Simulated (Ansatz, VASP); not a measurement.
# Two plane-wave programs on ZnS

```
Zn S
1.0
     0.00000    2.74024    2.74024
     2.74024    0.00000    2.74024
     2.74024    2.74024    0.00000
Zn S
1 1
Direct
  0.00000 0.00000 0.00000
  0.75000 0.75000 0.75000
```

Change from the starting cell: volume scaled by 1.04, PAW files.

Alike in both runs: task electric field gradients; functional PBE; k mesh 8 × 8 × 8; occupations fermi-dirac, width 0.01 eV; no spin polarisation.

|  | VASP | Ansatz |
| --- | --- | --- |
| version | VASP 6.6.1 | Ansatz 0.2.0 |
| potentials or method | VASP PAW PBE potentials, release 64 (Zn, S) | PAW with Ansatz's default frozen-core files, scalar-relativistic |
| plane-wave cutoff (eV) | 520 | 420 |
| valence electrons in the cell | 18 | 18 |

|  | VASP | Ansatz | Ansatz less VASP |
| --- | --- | --- | --- |
| gap on the k mesh at the Fermi level (eV) | 1.93 | 1.93 | -0.003 |
| pressure (GPa) | -1.2 | -1.3 | -0.13 |
| Vzz of the field gradient on the site that differs most (V/Å²) | 0.0 | 0.0 | -0.01 |
